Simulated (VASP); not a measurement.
Crystal: HfO2.

```
Hf O
1.0
     4.81353    0.00000    0.00000
     0.00000    4.81353    0.00000
     0.00000    0.00000    3.20542
Hf O
2 4
Direct
  0.50000 0.50000 0.50000
  0.00000 0.00000 0.00000
  0.80504 0.19496 0.50000
  0.69496 0.69496 0.00000
  0.30504 0.30504 0.00000
  0.19496 0.80504 0.50000
```

Measurements of this composition are mostly on another form, of space group No. 14.

* Program: VASP 6.6.1
* Task: relaxation of cell and atoms
* Functional: optPBE-vdW
* Potentials or basis: VASP PAW PBE potentials, release 64 (Hf_pv, O)
* Cutoff: 600 eV
* k mesh: 6 × 6 × 8
* Occupations: fermi-dirac, width 0.05 eV
* Spin: no spin polarisation

At the start: pressure 6.8 GPa; volume 12.38 Å³/atom.

Problem. Where does the relaxation end?

Solution. Over 8 steps the energy falls by 7.5 meV/atom and the volume is 12.75 Å³/atom (+3.0 %); space group P4_2/mnm (No. 136, to 0.05 Å).

The path:
```tsv
step	energy change (eV)	largest force (eV/Å)	pressure (GPa)	volume (Å³)
1	0.0000	0.0861	6.79	74.27
2	0.0714	0.2353	-9.37	80.05
3	-0.0443	0.0535	0.02	76.41
4	-0.0443	0.0507	0.12	76.37
5	-0.0450	0.0122	0.02	76.46
6	-0.0450	0.0081	0.06	76.46
7	-0.0450	0.0004	-0.07	76.50
8	-0.0450	0.0032	-0.03	76.48
```

Final structure:
```
CELL_PARAMETERS angstrom
4.86285 0.00000 0.00000
0.00000 4.86285 0.00000
0.00000 0.00000 3.23432
ATOMIC_POSITIONS crystal
Hf 0.50000 0.50000 0.50000
Hf 0.00000 0.00000 0.00000
O 0.80507 0.19493 0.50000
O 0.69493 0.69493 0.00000
O 0.30507 0.30507 0.00000
O 0.19493 0.80507 0.50000
```

Caveat: the PAW data sets were made with another functional, which shifts forces and pressure a little.
